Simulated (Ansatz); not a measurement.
# La₂O₃

The computed numbers are results of HSE06, scalar-relativistic (no spin polarisation) in the plane-wave PAW code Ansatz at 420 eV, Γ-centred 4×4×6 mesh, 0.05 eV Gaussian smearing. The datasets are Ansatz's generated set soft_2.

```
La O
1.0
     6.33944    0.00000    0.00000
    -3.16972    5.49012    0.00000
     0.00000    0.00000    3.26481
La O
2 3
Direct
  0.33333 0.66667 0.49962
  0.66667 0.33333 0.50038
  0.50000 0.50000 0.00000
  0.50000 0.00000 0.00000
  0.00000 0.50000 0.00000
```

The chain of runs began from a cell as deposited in COD, expanded in volume.

The cell above was scaled in volume, and shape and atoms were relaxed at each volume within its symmetry. Energies are counted from the cell above.

The volume is at zero pressure for this level.

```json
{"V (Å³/atom)": "21.817", "ΔE (meV/atom)": "10.56", "P from the stress (GPa)": "3.93"}
{"V (Å³/atom)": "22.271", "ΔE (meV/atom)": "2.45", "P from the stress (GPa)": "1.83"}
{"V (Å³/atom)": "22.726", "ΔE (meV/atom)": "0.00", "P from the stress (GPa)": "-0.08"}
{"V (Å³/atom)": "23.180", "ΔE (meV/atom)": "2.76", "P from the stress (GPa)": "-1.83"}
{"V (Å³/atom)": "23.635", "ΔE (meV/atom)": "10.23", "P from the stress (GPa)": "-3.42"}
```

Problem. Do the energies and the pressures agree? Compare −ΔE/ΔV between neighbouring points (1 meV/Å³ = 0.1602 GPa) with the mean of their pressures.

Solution. 
| interval (Å³/atom) | −ΔE/ΔV (GPa) | mean P (GPa) |
| --- | --- | --- |
| 21.82 to 22.27 | 2.9 | 2.9 |
| 22.27 to 22.73 | 0.9 | 0.9 |
| 22.73 to 23.18 | -1.0 | -1.0 |
| 23.18 to 23.63 | -2.6 | -2.6 |
They differ by 0.03 GPa at most.

Problem. What do the two routes give for V0, B0 and B0′?

Solution. A third-order Birch–Murnaghan fit of the energies: V0 = 22.71 Å³/atom, B0 = 92 GPa, B0′ = 3.5. A polynomial of P in ln V, with B = −dP/d ln V at P = 0: V0 = 22.70 Å³/atom, B0 = 92 GPa, B0′ = 3.7.

B0·V0 = 91.6 GPa × 22.71 Å³ = 12.98 eV/atom sets the scale: near the minimum ΔE ≈ ½ B0 V0 x², with x = V/V0 − 1, and a pressure of 0.9 GPa squeezes the volume by about 1 %. At the ends of the curve: x = −3.9 % predicts 9.9 meV/atom and the run gives 10.6; x = +4.1 % predicts 10.9 meV/atom and the run gives 10.2. The lopsidedness is anharmonic: atoms resist being pushed together more than being pulled apart.

Spin–orbit coupling, which matters for such heavy elements, is left out. Pressures of hybrids are less tightly converged. The program warned that the potential is rough where the density is thin (voids or gaps), so long spacings are poorly fixed.
